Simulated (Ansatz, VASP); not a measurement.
## LiH: VASP beside Ansatz

Aim: how closely do two programs agree when they are given the same cell, functional and k mesh? The cell is taken from a series of VASP runs on this material, whose earlier steps may have relaxed, scaled or displaced it; both programs get it as it stands.

Main program and level: Ansatz 0.2.0; plane waves, with VASP 6.6.1 beside it; relaxation of cell and atoms at r2SCAN.

## Step 1: Starting point

The structure is cubic, space group Fm-3m (No. 225). The conventional cell has a = 3.994 Å, b = 3.994 Å, c = 3.994 Å, α = 90.00°, β = 90.00°, γ = 90.00°. Nearest to Li lie 6 H at 2.00 Å. Nearest to H lie 6 Li at 2.00 Å. Farther neighbours are not listed.

## Step 2: Ansatz: relaxation of cell and atoms, r2SCAN

Ansatz runs on its default PAW (the set named soft_2) files.

The relaxed volume is the usual yardstick between codes: its relative difference is about their pressure difference at one cell divided by the bulk modulus.

File input.yaml:

```yaml
crystal:
  lattice:
    - [0.0, 1.9968828007, 1.9968828007]
    - [1.9968828007, 0.0, 1.9968828007]
    - [1.9968828007, 1.9968828007, 0.0]
  atoms:
    - { symbol: Li, position: [0.0, 0.0, 0.0] }
    - { symbol: H, position: [0.5, 0.5, 0.5] }
hamiltonian:
  xc: r2scan
  pseudopotentials: { kind: paw }
kpoints:
  mp_grid: { grid: [10, 10, 10] }
scf:
  occupations: { method: gaussian, width: 0.03 }
relax:
  f_tol: 0.01
  max_steps: 60
  cell: { stress_tol: 0.05 }
output:
  forces: true
  stress: true
```

Launch:

```console
ansatz run input.yaml --threads 4 --pin off --max-ram 9216MiB --backend cpu --events-out ev --progress --plain --runs-dir out
```

Numbers of over 12 decimals in the logs are rounded to 6 here.

Output:

```text
Engine: ansatz 0.2.0, aarch64-unknown-linux-gnu
Pseudopotentials: kind: paw
Pseudopotential: Li, paw, valence charge 3, recommended cutoff 500 eV (meta_gga), Li.paw.azcp
Pseudopotential: H, paw, valence charge 1, recommended cutoff 500 eV (meta_gga), H.paw.azcp
Functional definition: r2SCAN
  parameter k0 = 0.174
  parameter k1 = 0.065
  parameter a1 = 4.9479
  exchange = r2scan_x(k0 = k0, k1 = k1, a1 = a1)
  correlation = r2scan_c
Crystal: 2 atoms, lattice volume = 15.925 Å³
Basis set: ecut = 500 eV, 411 PW (Γ), exchange–correlation on 96×96×96 points (64 copies of the dense FFT grid, shifted against one another)
Bands: 6, of which v1, the nominal top of the filled ones, is band 2 counted from 1 (1 counted from 0)
Symmetry: 48 space group operations
Space group: Fm-3m (ITA 225), of the structure as read, at distance tolerance 2.5e-5 Å
k-points: 47 of 1000
Non-local potential: Li, projectors of the file, l = 0: 3, l = 1: 2, l = 2: 1
Non-local potential: H, projectors of the file, l = 0: 2, l = 1: 1
PAW form: soft (Blöchl's): semilocal exchange-correlation on the pseudo side does not see the compensation charge
PAW one-centre angular grid: Li, 302 points (default); XC on 327 of its mesh's 2665 points in the sphere
PAW one-centre angular grid: H, 302 points (default); XC on 160 Gauss nodes
Initial density: superposition of atomic densities (neutral atoms: chi_scale 0, normalization atom), corrected by the library's trained network
Initial wavefunctions: pseudopotential atomic-orbital guess
Functional: x = r2scan, c = r2scan; τ floored in thin density (d = 2e-4 eV/Å³)
SCF iter   1: F=—  HF=-221.976346 eV  |F-HF|=—  |Δ(HF+E_count)|=         —  Δρ=3.60e-3  dr2=1.50e-3  dr2_τ=2.21e-3  ethr=1.77e-3  ⟨swp⟩=5.6  Hψ=2347  notcnv=0
preconditioner: auto → none  [insulator: Δε(μ)=3.332 eV  Ē_g=15.295 eV  σ=0.030 eV  W_gap=1.00  n_scr=0 (ndim 8)  ℏωp=13.2 eV  f_vac=0.000  D(μ)=0.00/eV (n_scr^D=0)  ε∞_Penn≈1.7]
SCF iter   2: F=—  HF=-222.015454 eV  |F-HF|=—  |Δ(HF+E_count)|=   3.91e-2  Δρ=2.99e-3  dr2=1.40e-3  dr2_τ=1.01e-5  ethr=3.76e-5  ⟨swp⟩=2.8  Hψ=1004  notcnv=0
SCF iter   3: F=—  HF=-222.016037 eV  |F-HF|=—  |Δ(HF+E_count)|=   5.83e-4  Δρ=1.01e-3  dr2=1.21e-4  dr2_τ=3.81e-6  ethr=3.49e-5  ⟨swp⟩=2.0  Hψ=517  notcnv=0
SCF iter   4: F=—  HF=-222.016034 eV  |F-HF|=—  |Δ(HF+E_count)|=   2.73e-6  Δρ=3.58e-4  dr2=1.52e-5  dr2_τ=4.19e-7  ethr=3.02e-6  ⟨swp⟩=1.0  Hψ=284  notcnv=0
SCF iter   5: F=—  HF=-222.016034 eV  |F-HF|=—  |Δ(HF+E_count)|=   2.07e-7  Δρ=1.53e-5  dr2=3.77e-8  dr2_τ=2.37e-10  ethr=3.81e-7  ⟨swp⟩=1.9  Hψ=324  notcnv=0
SCF iter   6: F=-222.016034 eV  HF=-222.016034 eV  |F-HF|=7.02e-10  |Δ(HF+E_count)|=   6.21e-9  Δρ=4.19e-6  dr2=2.90e-9  dr2_τ=2.18e-11  ethr=9.42e-10  ⟨swp⟩=1.8  Hψ=790  notcnv=0
SCF 1 converged in 6 iterations: F = -222.016034 eV  dr2 = 2.90e-9
  greatest PAW one-centre occupation: 0.999 electrons in one spin orbital (limit 2), on the Li atom at site 0 (counted from 0), in its partial waves of l = 0
relax step   1: F+E_penalty+E_count = -222.01603431 eV  Δ(F+E_penalty+E_count) = +0.000e0 eV  max|allowed force component| = 5.773e-31 eV/Å  Δτ_max = 0.0000 Å  P = +0.321 GPa  Ω = 15.925 Å³  (6 SCF iters, dr2 threshold 1.00e-7 eV, accepted)
[...]
relax step   2: F+E_penalty+E_count = -222.01613620 eV  Δ(F+E_penalty+E_count) = -1.019e-4 eV  max|allowed force component| = 4.807e-31 eV/Å  Δτ_max = 0.0000 Å  P = +0.096 GPa  Ω = 16.022 Å³  energy of the carried Pulay correction = -2.388e-5 eV  (3 SCF iters, dr2 threshold 2.00e-7 eV, accepted)
[...]
relax step   3: F+E_penalty+E_count = -222.01613853 eV  Δ(F+E_penalty+E_count) = -2.332e-6 eV  max|allowed force component| = 3.046e-31 eV/Å  Δτ_max = 0.0000 Å  P = +0.001 GPa  Ω = 16.064 Å³  energy of the carried Pulay correction = -3.406e-5 eV  (3 SCF iters, dr2 threshold 2.28e-8 eV, accepted)
[...]
relax step   4: F+E_penalty+E_count = -222.01617368 eV  Δ(F+E_penalty+E_count) = -3.515e-5 eV  max|allowed force component| = 2.933e-31 eV/Å  Δτ_max = 0.0000 Å  P = +0.003 GPa  Ω = 16.064 Å³  stress off target by 2.68e-3 GPa  SCF on the basis re-selected at this cell (its energy is not comparable with the rows above)  (3 SCF iters)
basis re-selected at this cell: Δ(F+E_penalty+E_count) = -3.515e-5 eV, ΔP = +0.002 GPa vs the last step (what re-selecting the basis moved, of the pressure what is left beyond the Pulay correction that the steps carried, after the strain that the cell walked since its last selection, with what the two solves' SCF thresholds leave and, on support functions, any second-order correction that the steps lacked; it is no m [...]
SCF converged after 3 iterations
Free energy (F): -222.016174 eV
Harris-Foulkes:  -222.016174 eV  (|F-HF|=1.03e-10)
Internal energy: -222.016174 eV  (E = F + TS)
E sigma→0 (E₀):  -222.016174 eV
Fermi energy:    2.269664 eV
--- Per-component energies (eV) ---
  E_band       = -93.904342
  E_kinetic    = 36.297077
  E_local      = -124.817590  (includes V_loc(G=0)·N_el)
  E_nonlocal   = -31.767070
  E_hartree    = 34.929314
  E_xc         = -20.117694
  E_vxc        = -28.212923  (∫ρ·V_xc dr)
  E_paw        = -22.370615  (= ΣΔE_a)
  E_vpaw       = -16.654418  (= ΣTr[D̂ρ^β])
  E_aug_tail   = -0.000531  (compensation charges beyond the density's cutoff)
  E_vtau       = 1.392483  (kinetic-family band-sum trace: ∫τ·v_τ [+ j·A + Jᵃ·Aᵃ] dr)
  E_ewald      = -94.169065
  E_smearing   = -0.000000  (= −TS)
  E_closure    = 0.000000  (closes the sum)
  Σ components = -222.016174   (vs F -222.016174, Δ=0.00e0)
--- Forces (eV/Å), atoms counted from 1 ---
  atom   1  Li     0.00000000     0.00000000     0.00000000
  atom   2  H      0.00000000    -0.00000000    -0.00000000
  max |Σ_I F_I| component: 5.97e-31 eV/Å
--- Stress (GPa, compression-positive) ---
        0.002683       0.000000      -0.000000
        0.000000       0.002683       0.000000
        0.000000       0.000000       0.002683
  P = ⅓ Tr σ = 0.0027 GPa (0.027 kbar)
--- Relaxed structure (3 steps of the walk, 3 accepted, 1 SCFs on fresh bases) ---
  F+E_penalty+E_count = -222.01617368 eV   max|allowed force component| = 2.933e-31 eV/Å   (the final SCF, on the basis selected at the relaxed cell)
  cell:  # Å, volume = 16.0639 Å³
    - [0, 2.002660, 2.002660]
    - [2.002660, 0, 2.002660]
    - [2.002660, 2.002660, 0]
  atoms:
    - { symbol: Li, position: [0, 0, 0] }
    - { symbol: H, position: [0.5, 0.5, 0.5] }
```

Run time: 1.8 s. Hardware: 4 threads of Arm Neoverse N1, shared host; peak memory 0.27 GiB; 5.6 s of CPU time.

## Step 3: VASP: relaxation of cell and atoms, r2SCAN

The same cell, functional, mesh and smearing now go to VASP, with its own data sets and cutoff.

Lines of VASP's logs that name or quote its potential files are left out, and so is its time.

File INCAR:

```
SYSTEM = LiH
PREC = Accurate
ENCUT = 700
EDIFF = 1E-07
NELM = 100
ISMEAR = 0
SIGMA = 0.03
LREAL = .FALSE.
ALGO = Normal
METAGGA = R2SCAN
LASPH = .TRUE.
NBANDS = 8
LORBIT = 11
LWAVE = .FALSE.
LCHARG = .FALSE.
KPAR = 4
IBRION = 2
NSW = 50
ISIF = 3
EDIFFG = -0.002
```

File POSCAR:

```
LiH
1.0
    0.0000000000      1.9968828007      1.9968828007
    1.9968828007      0.0000000000      1.9968828007
    1.9968828007      1.9968828007      0.0000000000
Li H
1 1
Direct
    0.0000000000      0.0000000000      0.0000000000
    0.5000000000      0.5000000000      0.5000000000
```

File KPOINTS:

```
Automatic mesh
0
Gamma
10 10 10
0 0 0
```

PAW data sets: Li_sv and H (PBE family, release 64).

Launch:

```console
mpirun -np 4 vasp_std
```

Output:

```text
[banner, memory and clock lines left out]
running    4 mpi-ranks, on    1 nodes
 distrk:  each k-point on    1 cores,    4 groups
 distr:  one band on    1 cores,    1 groups

 POSCAR found type information on POSCAR LiH
 POSCAR found :  2 types and       2 ions
|                                                                             |
|               ----> ADVICE to this user running VASP <----                  |
|                                                                             |
|     You enforced a specific xc type in the INCAR file but a different       |
|     [... a line on the potential file left out ...]
|     I HOPE YOU KNOW WHAT YOU ARE DOING!                                     |
|                                                                             |

 LDA part: xc-table for (None), standard interpolation
 POSCAR, INCAR and KPOINTS ok, starting setup
 FFT: planning ... GRIDC
 FFT: planning ... GRID_SOFT
 FFT: planning ... GRID
 WAVECAR not read
 entering main loop
       N       E                     dE             d eps       ncg     rms          rms(c)
DAV:   1    -0.264626334880E+01   -0.26463E+01   -0.18422E+03   760   0.575E+02
DAV:   2    -0.735151687000E+01   -0.47053E+01   -0.47053E+01  1040   0.557E+01
DAV:   3    -0.741239312538E+01   -0.60876E-01   -0.60876E-01   936   0.658E+00
DAV:   4    -0.741268813208E+01   -0.29501E-03   -0.29501E-03  1120   0.415E-01
DAV:   5    -0.741268935277E+01   -0.12207E-05   -0.12207E-05   992   0.177E-02    0.275E+00
DAV:   6    -0.688326372777E+01    0.52943E+00   -0.17512E-01  1040   0.321E+00    0.162E+00
DAV:   7    -0.681932669713E+01    0.63937E-01   -0.20484E-01   760   0.235E+00    0.283E-01
DAV:   8    -0.681979920404E+01   -0.47251E-03   -0.64634E-03   872   0.650E-01    0.117E-01
DAV:   9    -0.682027000405E+01   -0.47080E-03   -0.11854E-03   984   0.292E-01    0.243E-02
DAV:  10    -0.682024735605E+01    0.22648E-04   -0.58014E-05   896   0.643E-02    0.407E-03
DAV:  11    -0.682024658325E+01    0.77280E-06   -0.21760E-06  1056   0.160E-02    0.859E-04
DAV:  12    -0.682024613522E+01    0.44803E-06   -0.11363E-07  1016   0.267E-03    0.470E-04
DAV:  13    -0.682024602072E+01    0.11450E-06   -0.42215E-09   672   0.605E-04    0.428E-05
DAV:  14    -0.682024602573E+01   -0.50107E-08   -0.24637E-10   560   0.169E-04
   1 F= -.68202460E+01 E0= -.68202460E+01  d E =-.682025E+01
 curvature:   0.00 expect dE= 0.000E+00 dE for cont linesearch  0.000E+00
 trial: gam= 0.00000 g(F)=  0.465E-62 g(S)=  0.312E-07 ort = 0.000E+00 (trialstep = 0.100E+01)
 search vector abs. value=  0.313E-07
 reached required accuracy - stopping structural energy minimisation
```

Parts of OUTCAR (step 3):

```text
ion  position               nearest neighbor table
   1  0.000  0.000  0.000-
   2  0.500  0.500  0.500-

  LATTYP: Found a face centered cubic cell.
 ALAT       =     3.9937656014

 Subroutine GETGRP returns: Found 48 space group operations
 (whereof 48 operations were pure point group operations)

The static configuration has the point symmetry O_h .

 Found     47 irreducible k-points:

   k-points           NKPTS =     47   k-points in BZ     NKDIM =     47   number of bands    NBANDS=      8

   dimension x,y,z NGX =    24 NGY =   24 NGZ =   24
   dimension x,y,z NGXF=    48 NGYF=   48 NGZF=   48

   ENCUT  =  700.0 eV  51.45 Ry    7.17 a.u.   6.09  6.09  6.09*2*pi/ulx,y,z

   NELECT =       4.0000    total number of electrons

 k-points in reciprocal lattice and weights: Automatic mesh
   0.00000000  0.00000000  0.00000000       0.001
   0.10000000  0.00000000  0.00000000       0.008
   0.20000000  0.00000000  0.00000000       0.008
   0.30000000  0.00000000  0.00000000       0.008
   0.40000000  0.00000000  0.00000000       0.008
   0.50000000  0.00000000  0.00000000       0.004
   0.10000000  0.10000000  0.00000000       0.006
   0.20000000  0.10000000  0.00000000       0.024
   0.30000000  0.10000000  0.00000000       0.024
[...]
-0.30000000  0.40000000  0.20000000       0.024
  -0.30000000  0.50000000  0.20000000       0.012

 average (electrostatic) potential at core
       1 -67.6332       2 -35.7001

 E-fermi :   0.1673

 k-point     1 :       0.0000    0.0000    0.0000
  band No.  band energies     occupation
      1     -45.8529      2.00000
      2      -5.6261      2.00000
      3      17.6375      0.00000
      4      19.3636      0.00000
      5      19.3636      0.00000
      6      19.3641      0.00000
      7      23.8222      0.00000
    ...

 k-point     2 :       0.1000    0.0000    0.0000
  band No.  band energies     occupation
      1     -45.8485      2.00000
      2      -5.4460      2.00000
      3      15.8402      0.00000
      4      18.3611      0.00000
      5      18.9096      0.00000
      6      18.9100      0.00000
      7      23.5873      0.00000
    ...

 k-point     3 :       0.2000    0.0000    0.0000
  band No.  band energies     occupation
      1     -45.8368      2.00000
      2      -4.9187      2.00000
      3      12.2803      0.00000
      4      17.0224      0.00000
      5      18.2237      0.00000
      6      18.2241      0.00000
      7      24.5943      0.00000
    ...

  Total       -0.0006566     -0.0006566     -0.0006566      0.0000000     -0.0000000     -0.0000000
  in kB       -0.0660534     -0.0660534     -0.0660534      0.0000000     -0.0000000     -0.0000000
  external PRESSURE =      -0.0660534 kB  Pullay stress =       0.0000000 kB

  energy-cutoff  :      700.00
  volume of cell :       15.93
      direct lattice vectors                 reciprocal lattice vectors
     0.000000000  1.996882801  1.996882801    -0.250390258  0.250390258  0.250390258
     1.996882801  0.000000000  1.996882801     0.250390258 -0.250390258  0.250390258
     1.996882801  1.996882801  0.000000000     0.250390258  0.250390258 -0.250390258

 POSITION                                       TOTAL-FORCE (eV/Angst)
 -----------------------------------------------------------------------------------
      0.00000      0.00000      0.00000         0.000000      0.000000      0.000000
      1.99688      1.99688      1.99688        -0.000000     -0.000000     -0.000000
 -----------------------------------------------------------------------------------
    total drift:                                0.000000     -0.000000     -0.000000

  FREE ENERGIE OF THE ION-ELECTRON SYSTEM (eV)
  ---------------------------------------------------
  free  energy   TOTEN  =        -6.8202460257 eV

  energy  without entropy=       -6.8202460257  energy(sigma->0) =       -6.82024603

 reached required accuracy - stopping structural energy minimisation

 total charge
# of ion       s       p       d       tot
------------------------------------------
    1        2.017   0.019   0.000   2.036
    2        0.557   0.002   0.000   0.559
--------------------------------------------------
tot          2.575   0.020   0.000   2.595

[... 3 further parts left out ...]
```

CONTCAR:

```
LiH
   1.00000000000000
     0.0000000000000000    1.9968828006999999    1.9968828006999999
     1.9968828006999999    0.0000000000000000    1.9968828006999999
     1.9968828006999999    1.9968828006999999    0.0000000000000000
  Li              H
     1     1
Direct
     0.0000000000000000    0.0000000000000000    0.0000000000000000
     0.5000000000000000    0.5000000000000000    0.5000000000000000
```

The run keeps the 48 symmetry operations of its start, so it cannot find a distortion of lower symmetry.

## Step 4: Differences

Known differences besides the potentials themselves: VASP keeps PBE cores, Ansatz makes them for the functional; both relaxations stop at a tolerance, which leaves soft axes loose, and VASP keeps its plane-wave basis; the cutoff is 500 eV in Ansatz and 700 eV in VASP; Ansatz adds a Pulay correction to the stress that steers its cell, VASP none. Total energies have different zeros and are not compared.

The two programs side by side:

| quantity | Ansatz | VASP | difference |
| --- | --- | --- | --- |
| volume (Å³) | 16.06 | 15.93 | +0.87 % |
| edge a after relaxation, in the typed setting (Å) | 2.832 | 2.824 | +0.29 % |

The walks stopped with 0.00 GPa left in Ansatz and -0.01 GPa in VASP; each walk ends within a tolerance, so the volume difference is uncertain by about these residues over the bulk modulus, most in soft cells.

## Step 5: Summary of results

```
difference in volume (relaxation of cell and atoms, r2SCAN) : 0.87 %
```

The difference in volume is 0.87 % (relaxation of cell and atoms, r2SCAN), within the 1.2 % picked in this series as the mark of a large difference, as far as the stopping tolerances let one tell. Such differences can come from data sets, numerical settings and the points named under the comparisons, not from the functional's error against experiment.

[Lines on the potential files, build, host, timing and source positions are cut from VASP's logs without a mark.]

[Logs are printed without paths, hosts, clocks, repeated set-up lines and the standing remarks that a program may print on its own settings, such as how far it seeks lower states.]

[Hosts, paths, dates, database ids (printed as entryN), source tags and the programs' standing remarks are cut or masked in the printed files.]
